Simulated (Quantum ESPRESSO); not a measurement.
# Cr: single point with PBEsol

The system is Cr.

```xyz
2
Lattice="1.1471 -2.4670 0.0000 1.1471 2.4670 0.0000 0.0000 0.0000 4.0643" Properties=species:S:1:pos:R:3 pbc="T T T"
Cr    1.1680   -1.8312    3.0106
Cr    1.0779    1.8735    1.0450
```

This isn't the form of Cr at room conditions, which is bcc.

The cell isn't the ideal one: atoms moved at random, drawn with an rms of 0.05 Å.

```json
{"Program": "Quantum ESPRESSO 7.5", "Task": "single point", "Functional": "PBEsol", "Potentials or basis": "GBRV 1.5 PBEsol", "Cutoff": "612 eV", "Density cutoff": "4898 eV", "k mesh": "13 × 13 × 7", "Occupations": "fermi-dirac, width 0.05 eV", "Spin": "collinear spin, ferromagnetic start", "Starting moments": "[3.0, 3.0] μB", "Mixing beta": "0.3", "Most SCF iterations": "120", "SCF threshold": "4e-10 Ry"}
```

```json
{
  "Pressure": "-1.3 GPa",
  "Largest force": "0.865 eV/Å",
  "Band gap on the k mesh": "none (metal or under the smearing width)",
  "Net moment": "0.00 μB per cell",
  "Absolute moment": "0.00 μB per cell",
  "Valence electrons inside the program's atomic spheres": "Cr 11.83"
}
```

Forces on the atoms (eV/Å):
```
Cr   0.513  0.286  0.636
Cr  -0.513 -0.286 -0.636
```

Stress tensor (GPa, compression positive):
```
-0.92  4.36  1.06
 4.36 -4.66 -0.55
 1.06 -0.55  1.60
```

Levels at points of the mesh, in eV from the Fermi level:
Spin up:
```
           k point  band 12  band 13  band 14  band 15  band 16  band 17
(0.00, 0.00, 0.00)    -2.01    -0.88     0.15     1.02     1.02     1.06
```
Spin down:
| k point | band 12 | band 13 | band 14 | band 15 | band 16 | band 17 |
| --- | --- | --- | --- | --- | --- | --- |
| (0.00, 0.00, 0.00) | -2.01 | -0.88 | 0.15 | 1.02 | 1.02 | 1.06 |

It took 6.1 min on 2 MPI ranks on Arm Neoverse V1 (shared host), peak memory 0.5 GiB a rank.

Caveat: the starting moments collapsed, and a magnetic state may lie lower.
